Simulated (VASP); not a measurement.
**KMgF3: single point with PBE**

Crystal: KMgF3.

```
CELL_PARAMETERS angstrom
3.98590 0.00000 0.00000
0.00000 3.98590 0.00000
0.00000 0.00000 3.98590
ATOMIC_POSITIONS crystal
K 0.44982 0.47491 0.50000
Mg 0.00000 0.00000 0.00000
F 0.50000 0.00000 0.00000
F 0.00000 0.50000 0.00000
F 0.00000 0.00000 0.50000
```

The cell isn't the ideal one: atom 1 (K) moved by (-0.200, -0.100) A along x and y.

- Program: VASP 6.6.1
- Task: single point
- Functional: PBE
- Potentials or basis: VASP PAW PBE potentials, release 64 (K_sv, Mg, F)
- Cutoff: 520 eV
- k mesh: 6 × 6 × 6
- Occupations: gaussian, width 0.05 eV
- Spin: no spin polarisation

The pressure is 4.0 GPa and the largest force is 0.611 eV/Å. The band gap on the k mesh is 7.31 eV, indirect (least direct gap 7.63 eV).

Forces in eV/Å, atoms in the order of the input:
```
K    0.541  0.285  0.000
Mg  -0.250 -0.130  0.000
F   -0.073 -0.043  0.000
F   -0.100 -0.035  0.000
F   -0.117 -0.076  0.000
```

Stress tensor (GPa, compression positive):
```
3.91 0.46 0.00
0.46 4.00 0.00
0.00 0.00 4.01
```

Levels at points of the mesh, in eV from the valence-band top:
| k point | band 14 | band 15 | band 16 | band 17 | band 18 | band 19 |
| --- | --- | --- | --- | --- | --- | --- |
| (0.00, 0.00, 0.00) | -0.33 | -0.33 | -0.32 | 7.31 | 10.16 | 10.19 |
| (0.50, 0.00, 0.00) | -0.83 | -0.54 | -0.54 | 10.14 | 10.44 | 11.21 |
| (0.00, 0.50, 0.00) | -0.79 | -0.53 | -0.52 | 10.10 | 10.43 | 11.16 |
| (0.00, 0.00, 0.50) | -0.79 | -0.53 | -0.51 | 10.09 | 10.42 | 11.14 |
| (0.50, 0.50, 0.00) | -0.91 | -0.89 | -0.01 | 10.88 | 11.75 | 12.50 |
| (0.00, 0.50, 0.50) | -0.86 | -0.86 | -0.05 | 10.91 | 11.59 | 12.50 |
| (0.50, 0.00, 0.50) | -0.89 | -0.88 | -0.02 | 10.89 | 11.71 | 12.47 |
| (0.50, 0.50, 0.50) | -0.04 | -0.01 | 0.00 | 10.46 | 10.51 | 10.51 |

It took 2.6 min on 1 thread of Intel(R) Xeon(R) Platinum 8559C (Emerald Rapids) (shared host), peak memory 0.24 GiB.

A k mesh can miss the band edges.
